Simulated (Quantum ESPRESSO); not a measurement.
Crystal: Os.

```
CELL_PARAMETERS angstrom
2.73410 0.00000 0.00000
-1.36705 2.36780 0.00000
0.00000 0.00000 4.31970
ATOMIC_POSITIONS crystal
Os 0.66667 0.33333 0.75000
Os 0.33333 0.66667 0.25000
```

Program: Quantum ESPRESSO 7.5. Alike in all runs: task band structure; potentials or basis SG15 PBE 1.2; no spin polarisation; cell as given; cutoff (eV) 952; smearing fermi-dirac 0.05 eV.

Problem. Order these runs on this cell by their pressure, lowest first.
A. level EV93PW91; k mesh 11 × 11 × 6; SCF threshold 4e-10 Ry; mesh quality not flagged
B. level PBEsol; k mesh 11 × 11 × 6; SCF threshold 4e-10 Ry; mesh quality not flagged
C. level r2SCAN; k mesh 8 × 8 × 4; symmetry off; SCF threshold 1e-08 Ry; mesh quality coarse
D. level rev-vdW-DF2; k mesh 11 × 11 × 6; SCF threshold 4e-10 Ry; mesh quality not flagged
E. level LDA; k mesh 11 × 11 × 6; SCF threshold 4e-10 Ry; form of the LDA correlation PZ81; mesh quality not flagged

Solution. E (-5.8 GPa), B (-2.0 GPa), C (1.1 GPa), D (5.1 GPa), A (27.0 GPa).

Caveats: some runs use coarse meshes; the potentials were made for another functional, which shifts forces and pressure; the potentials were made for a functional far from this one (some runs).

Runs at the PBE level aren't shown here.
